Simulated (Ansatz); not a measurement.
# Niobium, hcp: HSE06 at the PBE geometry

Aim: see what exact exchange does to the levels, and what it costs. Spin polarisation is left out. The geometry was relaxed under PBE beforehand and is kept. Exact exchange is dear, so the k-mesh is coarse, and PBE is run on the same mesh for comparison.

Program: Ansatz 0.2.0. Level of theory: DFT, plane waves (420 eV) with PBE-made PAW files, scalar-relativistic; functionals as named at each step. These are calculated values, not measurements.

## Step 1: Starting point

Symmetry: P6_3/mmc, No. 194, hexagonal system. Conventional cell: a = 2.870 Å, b = 2.870 Å, c = 5.242 Å, α = 90.00°, β = 90.00°, γ = 120.00°. Nb (site symmetry -6m2) is surrounded by 12 Nb at 2.87 to 3.10 Å.

Coordinates:

```
Nb
1.0
     2.87011    0.00000    0.00000
    -1.43505    2.48559    0.00000
     0.00000    0.00000    5.24184
Nb
2
Direct
  0.33333 0.66667 0.25000
  0.66667 0.33333 0.75000
```

## Step 2: PBE on the coarse mesh

The run with PBE.

The input, input.yaml:

```yaml
crystal:
  lattice:
    - [2.8701074226, 0.0, 0.0]
    - [-1.4350537113, 2.4855859395, 0.0]
    - [0.0, 0.0, 5.2418368294]
  atoms:
    - { symbol: Nb, position: [0.3333333333, 0.6666666667, 0.25] }
    - { symbol: Nb, position: [0.6666666667, 0.3333333333, 0.75] }
hamiltonian:
  xc: pbe
  pseudopotentials:
    kind: paw
    azcp:
      Nb: "pseudopotentials/Nb.paw.azcp"
basis:
  ecutwfc: 420
  fft_grid_basis: typed
kpoints:
  mp_grid: { grid: [7, 7, 3], shift: [0, 0, 0] }
magnetization:
  spin_polarized: false
scf:
  occupations: { method: fermi_dirac, width: 0.1 }
output:
  write_density: true
  write_potential: true
  elf: true
  volumetric_format: npy
```

Command:

```bash
> ansatz run input.yaml --threads 4 --pin off --max-ram 8192MiB --backend cpu --events-out ev --progress --plain --runs-dir out
```

Output, shortened:

```text
Warning: RAYON_NUM_THREADS=4 ignored (pool sized by the plan → 4); use --threads N
[...]
Pseudopotentials: kind: paw
Pseudopotential: Nb, paw, valence charge 13, recommended cutoff 420 eV (normal), <dir>
Functional definition: PBE
[...]
Crystal: 2 atoms, lattice volume = 37.395 Å³
Basis set: ecut = 420 eV, 725 PW (Γ)
Bands: 17, of which v1, the nominal top of the filled ones, is band 13 counted from 1 (12 counted from 0)
Symmetry: 24 space group operations
Space group: P63/mmc (ITA 194), of the structure as read, at distance tolerance 3.3e-5 Å
k-points: 16 of 147
[...]
SCF iter   1: F=—  HF=-9103.984580 eV  |F-HF|=—  |Δ(HF+E_count)|=         —  Δρ=2.50e-3  dr2=1.41e-3  ethr=1.77e-3  ⟨swp⟩=5.0  Hψ=1180  notcnv=0
[...]
SCF iter   6: F=-9103.984904 eV  HF=-9103.984904 eV  |F-HF|=3.38e-9  |Δ(HF+E_count)|=   6.56e-9  Δρ=4.69e-6  dr2=5.44e-9  ethr=2.90e-10  ⟨swp⟩=1.0  Hψ=630  notcnv=0
[...]
SCF converged after 6 iterations
Free energy (F): -9103.984904 eV
[...]
E sigma→0 (E₀):  -9103.936083 eV
Entropy (-TS):   -0.097642 eV (-48.821 meV/atom)
Fermi energy:    17.325519 eV
[...]
--- Band table (eV; the first three rows and the last of 16) ---
  k-point 0: bands = ["-37.3585", "-37.2356", "-13.8317", "-12.9163", "-12.7172", "-12.7172", "-12.6354", "-12.6354", "11.2030", "13.4870", "16.4058", "17.6752", "17.6752", "17.8261", "18.1116", "18.1116", "19.9356"]
[...]
```

Wall time 0.35 s (4 threads of Arm Neoverse V1, shared host); peak memory 0.27 GiB.

Density in the ac plane at y = 0.333 (fractional), which holds Nb.

Values in e/Å³, 12 rows by 6 columns:
```
0.25 0.20 0.25 0.66 1.25 0.66
0.50 0.26 0.50 2.88 4.72 2.87
0.77 0.30 0.77 4.38 4.44 4.37
0.49 0.26 0.49 2.91 4.94 2.90
0.25 0.20 0.25 0.65 1.24 0.65
0.20 0.19 0.20 0.24 0.28 0.24
0.25 0.28 0.25 0.23 0.23 0.23
0.49 0.78 0.49 0.29 0.26 0.29
0.77 1.36 0.77 0.33 0.28 0.33
0.50 0.79 0.50 0.29 0.26 0.29
0.25 0.28 0.25 0.23 0.23 0.23
0.20 0.19 0.20 0.23 0.27 0.23
```
Columns run along a and rows up along c, over one cell in 6 and 12 even steps from the bottom left corner. Atoms in the plane (fractional): Nb at (0.67, 0.75).

ELF in the same plane.

Ten even steps from ' ' (0.15) to '@' (0.78):
```
..::----::..    ..::::..    
  ..--::..  ..==**####++--  
    ::..  ..++%%@@@@@@@@##--
::  ......==##@@##++++%%@@##
--  ......++%%%%==  ..**@@%%
::  ......==%%@@##++++%%@@##
    ::..  ..++%%@@@@@@@@##--
  ..--::..  ..--**####++::  
..::----::..    ..::::..    
::::::::::::::::::::::::::::
..        ..::==++++++++--::
            ..--++****++--..
  ..::::..  ..::++****==::  
::==++++--::..::==++++--....
--++****==::..::--++==--....
::==++++--....::==++++--....
  ..::....  ..::++****==::  
            ..--++****++--..
..      ....::==++++++==--::
::::::::::::::::::::::::::::
```
Columns run along a and rows up along c, over one cell in 14 and 20 even steps from the bottom left corner. Atoms in the plane (fractional): Nb at (0.67, 0.75).

Both are smooth PAW fields of the valence electrons: close to the nuclei they are not physical.

The highest ELF values outside the cores: 0.61 between the atoms, 1.8 Å from Nb.

## Step 3: HSE06 on the coarse mesh

The run with HSE06.

Changes to input.yaml since step 2:

```diff
@@ -9,3 +9,3 @@
 hamiltonian:
-  xc: pbe
+  xc: hse06
   pseudopotentials:
@@ -23,6 +23 @@
   occupations: { method: fermi_dirac, width: 0.1 }
-output:
-  write_density: true
-  write_potential: true
-  elf: true
-  volumetric_format: npy
```

Command:

```bash
> ansatz run input.yaml --threads 4 --pin off --max-ram 8192MiB --backend cpu --events-out ev --progress --plain --runs-dir out
```

Output, shortened:

```text
Warning: RAYON_NUM_THREADS=4 ignored (pool sized by the plan → 4); use --threads N
[...]
Pseudopotentials: kind: paw
Pseudopotential: Nb, paw, valence charge 13, recommended cutoff 420 eV (normal), <dir>
Functional definition: HSE06
[...]
Crystal: 2 atoms, lattice volume = 37.395 Å³
Basis set: ecut = 420 eV, 725 PW (Γ)
Bands: 17, of which v1, the nominal top of the filled ones, is band 13 counted from 1 (12 counted from 0)
Symmetry: 24 space group operations
Space group: P63/mmc (ITA 194), of the structure as read, at distance tolerance 3.3e-5 Å
k-points: 16 of 147
[...]
SCF iter   1: F=—  HF=-9103.985953 eV  |F-HF|=—  |Δ(HF+E_count)|=         —  Δρ=2.70e-3  dr2=1.41e-3  ethr=1.77e-3  ⟨swp⟩=5.1  Hψ=1034  notcnv=0
[...]
Frozen-core exchange: fock
[...]
SCF 2 stopped early in 6 iterations: F = -9107.826549 eV  dr2 = 1.01e-5
hybrid outer 1: dexx = +1.974e-2 eV, tail = 3.96e-5 eV
[...]
Frozen-core exchange: fock
[...]
SCF iter   5: F=-9107.826455 eV  HF=-9107.826455 eV  |F-HF|=1.07e-8  |Δ(HF+E_count)|=   6.27e-7  Δρ=1.31e-5  dr2=3.99e-8  ethr=3.92e-12  ⟨swp⟩=5.1  Hψ=1026  notcnv=0
[...]
hybrid outer 2: dexx = +8.551e-6 eV, tail = 9.93e-8 eV, Δε = 4.35e-3 eV (about 2.19e-4 eV left of the loop's levels)
hybrid SCF converged: 2 outer / 11 inner (+6 warm-up), last move |dexx| = 8.55e-6 eV, tail = 9.93e-8 eV
Stability not checked: this state was not tested for a lower state beside it, because the functional holds exact exchange (a hybrid, or Hartree-Fock), whose exchange loop this test does not read (fock_operator; see scf.lower_state_search)
Free energy (F): -9107.826455 eV
Frozen-core exchange: fock
[...]
E sigma→0 (E₀):  -9107.788655 eV
Entropy (-TS):   -0.075600 eV (-37.800 meV/atom)
Fermi energy:    17.246871 eV
[...]
--- Band table (eV; the first three rows and the last of 16) ---
  k-point 0: bands = ["-41.3583", "-41.2173", "-16.4867", "-15.4218", "-15.2162", "-15.2162", "-15.1294", "-15.1294", "10.1014", "12.6686", "16.1332", "17.3705", "17.9050", "17.9050", "18.4578", "18.4578", "20.6437"]
[...]
```

Run time: 5.9 s. Hardware: 4 threads of Arm Neoverse V1, shared host; peak memory 0.86 GiB.

## Step 4: Side by side

```csv
functional,gap on the mesh,Fermi energy (eV),SCF cycles,exchange loops,CPU time
PBE,none (levels filled in part),17.326,6,-,0.92 s
HSE06,none (levels filled in part),17.247,17,2,19 s
```

## Step 5: Results

| quantity | value |
| --- | --- |
| PBE: gap | none (levels filled in part) |
| HSE06: gap | none (levels filled in part) |
| HSE06: SCF cycles, exchange loops | 17, 2 |
| HSE06: CPU time over that of PBE | 20 |

In words: Neither PBE nor HSE06 shows a clean gap on this mesh. HSE06 cost 20 times the CPU time of PBE. HSE06 needed 2 outer loops of the exchange operator. Absolute energies differ from functional to functional, by eV per atom at times, and say nothing by themselves.
